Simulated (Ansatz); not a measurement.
# Eu (Im-3m): relaxations under a series of pressures

How does Eu (Im-3m) give way under pressure? A script is to give relaxations under a series of pressures; the system is Eu (Im-3m).

All numbers are computed with Ansatz 0.2.0, driven from Python. Level of theory: DFT PBE, plane waves, PAW.

### 1 Starting point

Symmetry: Im-3m, No. 229, cubic system. Conventional cell: a = 4.606 Å, b = 4.606 Å, c = 4.606 Å, α = 90.00°, β = 90.00°, γ = 90.00°. Eu (site symmetry m-3m) has 8 Eu at 3.99 Å in its first shell of neighbours.

The script holds or builds the structure itself.

### 2 The code

Contents of compress_eu.py:

```python
"""Volume and enthalpy of Eu against pressure."""

import ansatz as az
import numpy as np
from pymatgen.core import Lattice, Structure
from pymatgen.io.ase import AseAtomsAdaptor

def edges_and_angles(cell):
    cell = np.asarray(cell)
    a, b, c = np.linalg.norm(cell, axis=1)
    cosines = cell[1] @ cell[2] / (b * c), cell[0] @ cell[2] / (a * c), cell[0] @ cell[1] / (a * b)
    return (a, b, c, *np.degrees(np.arccos(cosines)))

pmg_structure = Structure(
    Lattice([[-2.303, 2.303, 2.303], [2.303, -2.303, 2.303], [2.303, 2.303, -2.303]]),
    ["Eu"],
    [
        [0.0, 0.0, 0.0],
    ],
)
structure = az.Crystal.from_ase(AseAtomsAdaptor.get_atoms(pmg_structure)).moments(Eu=7)

job = structure.calculation()
job = job.spin("collinear").kpoints(11, 11, 11)
job = job.occupations("fermi_dirac", width=150 * az.meV)

# H = F + PV, with 1 GPa A^3 = 1/160.21766 eV
rows = []
for pressure in [0, 5, 10, 20]:
    out = job.relax(cell=True, pressure=pressure, force_tolerance=0.02).run(threads=1)
    cell = out.lattice.cell_ang
    n_atoms = len(out.lattice.sites)
    volume = abs(np.linalg.det(cell)) / n_atoms
    enthalpy = out.report["free_energy_ev"] / n_atoms + pressure * volume / 160.21766
    rows.append((pressure, volume, enthalpy, *edges_and_angles(cell)))
    print(f"{pressure} GPa done: {volume:.4f} A^3/atom")

print(" P (GPa)  V (A^3/atom)  H (eV/atom)     a       b       c")
for row in rows:
    print("{:8.1f} {:12.4f} {:14.5f} {:7.4f} {:7.4f} {:7.4f}".format(*row[:6]))
p, v = np.array([row[0] for row in rows], float), np.array([row[1] for row in rows])
print("mean bulk modulus between rows (GPa):", np.round(-np.diff(p) / np.diff(np.log(v)), 1))
```

### 3 The input behind the calls

The package turns the script's settings into the engine's input (first run):

```yaml
crystal:
  lattice:
    - [-2.303, 2.303, 2.303]
    - [2.303, -2.303, 2.303]
    - [2.303, 2.303, -2.303]
  atoms:
    - { symbol: Eu, position: [0.0, 0.0, 0.0] }
kpoints:
  mp_grid:
    grid: [11, 11, 11]
magnetization:
  spin_polarized: true
  per_species:
    Eu: 7.0
scf:
  occupations:
    method: fermi_dirac
    width: 0.15
relax:
  f_tol: 0.02
  cell:
    p_target: 0.0
```

### 4 Running it

The run is started by

```
$ python compress_eu.py
```

**Question.** How far does the cell shrink over this series of pressures, and what bulk modulus does the first step imply?

The runs gave:

| quantity | value |
| --- | --- |
| bulk modulus between neighbouring pressures | 20.8 to 54.2 GPa |
| runs compared | 4 |
| range of energy | 755.76 meV/atom |

The crystal stiffens as it is compressed. The volume falls from 42.40 Å³ an atom at 0 GPa to 24.09 at 20 GPa, by 43.2 %. Between 0 and 5 GPa, -V dP/dV is about 21 GPa, a mean over that step. In run 1, over 4 moves the cell shrank by 13.2 % in volume, and the space group stayed Im-3m. In run 4, over 7 moves the cell shrank by 50.7 % in volume under the 20 GPa asked, and the space group stayed Im-3m. Notes:
- Open f shells: without a Hubbard U, without spin-orbit coupling; the state reached hangs on the start and needn't be the lowest.
- At a fixed pressure a relaxation lowers the enthalpy F + PV, while F alone can rise.
- The smearing is wide enough that free energy and stress hold a thermal part of the electrons.
- The structure is layered, and without a dispersion term the spacing of the layers is poorly determined.
- No functional is typed, so the default, PBE, holds.
- Symmetry holds the cell in this phase, so another phase that may be stable under pressure is not reached.
